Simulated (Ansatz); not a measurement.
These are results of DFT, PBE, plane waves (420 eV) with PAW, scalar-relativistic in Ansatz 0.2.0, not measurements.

An element in the hcp structure gives this curve. The cell is scaled uniformly from the relaxed one, with fractional coordinates and shape fixed. Energies are extrapolated to zero smearing, pressures are those at the given smearing. Magnetic state: spin not included.

| V (Å³/atom) | E − E₀ (meV/atom) | P (GPa) |
| --- | --- | --- |
| 32.670 | 15.5 | 1.25 |
| 34.155 | 6.4 | 0.76 |
| 35.640 | 1.5 | 0.35 |
| 37.125 | 0.0 | 0.01 |
| 38.610 | 1.4 | -0.27 |
| 40.095 | 5.2 | -0.50 |
| 41.580 | 10.9 | -0.70 |

(1) Which element is it?
A. ytterbium
B. yttrium
C. gadolinium
D. sodium

Results:

(1) D. Its fit is V₀ = 37.09 Å³/atom, B₀ = 7.7 GPa, B₀′ = 3.7.
